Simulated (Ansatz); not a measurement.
Sn (I4/mmm)

Method: Ansatz, DFT PBEsol, scalar-relativistic, plane waves, PAW.

Cutoff 420 eV; k points 16×16×16 on the computed 1-atom cell (Γ-centred); Gaussian smearing, width 0.10 eV; no spin polarisation.

The structure is relaxed at this level of theory with its symmetry kept. This form isn't the element's structure at ambient conditions.

Space group I4/mmm (No. 139). a = 3.504 Å, b = 3.504 Å, c = 4.301 Å, α = 90.00°, β = 90.00°, γ = 90.00°
| atom | site | symmetry | x | y | z |
| --- | --- | --- | --- | --- | --- |
| Sn | 2a | 4/mmm | 0.0000 | 0.0000 | 0.0000 |

Problem. Formation energy from the elements' standard states (uncorrected)?

Solution. +0.023 eV/atom.

Problem. Density of states at the Fermi level?

Solution. 0.53 states/eV per cell.

Problem. Löwdin character within 0.5 eV of the Fermi level?

Solution. Sn 5p 81 %, Sn 5s 15 %.

Problem. Bulk modulus?

Solution. 53 GPa.

Problem. Its pressure derivative?

Solution. 5.2.

Problem. Bader charges (e)?

Solution. Sn (1 in the cell) 0.00.